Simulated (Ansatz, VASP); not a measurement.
**Ca in VASP and in Ansatz**

```xyz
1
Lattice="0.0000 2.7627 2.7627 2.7627 0.0000 2.7627 2.7627 2.7627 0.0000" Properties=species:S:1:pos:R:3 pbc="T T T"
Ca    0.0000    0.0000    0.0000
```

Alike in both runs: task single point; functional PBE; k mesh 10 × 10 × 10; occupations fermi-dirac, width 0.1 eV; no spin polarisation.

|  | VASP | Ansatz |
| --- | --- | --- |
| version | VASP 6.6.1 | Ansatz 0.2.0 |
| potentials or method | VASP PAW PBE potentials, release 64 (Ca_sv) | plane waves (800 eV) with PAW, scalar-relativistic |
| plane-wave cutoff (eV) | 520 | 800 |
| valence electrons in the cell | 10 | 10 |

```tsv
	VASP	Ansatz	Ansatz less VASP
pressure (GPa)	0.0	0.0	0.00
```
